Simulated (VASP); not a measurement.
Runs of VASP 6.6.1 on CdSe (Cadmoselite). Symmetry: P6_3mc, No. 186, hexagonal system. Conventional cell: a = 4.300 Å, b = 4.300 Å, c = 7.020 Å, α = 90.00°, β = 90.00°, γ = 120.00°. Cd (site symmetry 3m) has 4 Se at 2.61 to 2.70 Å as nearest neighbours. Se (site symmetry 3m) is surrounded by 4 Cd at 2.61 to 2.70 Å. 

```tsv
task	level	spin	cell	k mesh	cutoff (eV)	smearing	mesh quality	gap on the mesh (eV)	pressure (GPa)	moment (μB)	largest force (eV/Å)
single point	PBEsol	non-collinear, typed start	P6_3mc, 28.1 Å³/atom	5 × 5 × 3	520	methfessel-paxton 0.1 eV	not flagged	0.58	0.5	0.00	0.28
single point	PBE	off	P6_3mc, 28.1 Å³/atom	4 × 4 × 2	520	fermi-dirac 0.03 eV	coarse	0.70	3.4	-	0.31
single point	PBE+D3(BJ)	collinear, typed start	volume scaled by 0.88	7 × 7 × 4	520	fermi-dirac 0.1 eV	not flagged	(a)	10.8	0.00	0.45
single point	RPBE+D4	off	P6_3mc, 26.98 Å³/atom	7 × 7 × 4	520	fermi-dirac 0.05 eV	not flagged	0.96	3.7	-	0.34
single point	PBEsol+D3(BJ)	off	P6_3mc, 27.25 Å³/atom	7 × 7 × 4	520	fermi-dirac 0.05 eV	not flagged	(b)	0.4	-	-
relaxation of cell and atoms	PBEsol+D3(BJ)	off	relaxed	7 × 7 × 4	600	fermi-dirac 0.05 eV	not flagged	0.59	0.0	-	-
single point	PBE	off	P6_3mc, 28.1 Å³/atom	4 × 4 × 2	520	fermi-dirac 0.02 eV	coarse	0.70	3.4	-	0.31
```

Alike in all rows: potentials or basis VASP PAW PBE potentials, release 64 (Cd, Se).

Question: Fill in the values left out.

Answer: (a) 0.98; (b) 0.60.

Caveats: some runs use coarse meshes; the PAW data sets were made with another functional, which shifts forces and pressure a little (some runs).

A k mesh can miss the band edges, and the runs leave out spin-orbit coupling on Cd, Se.
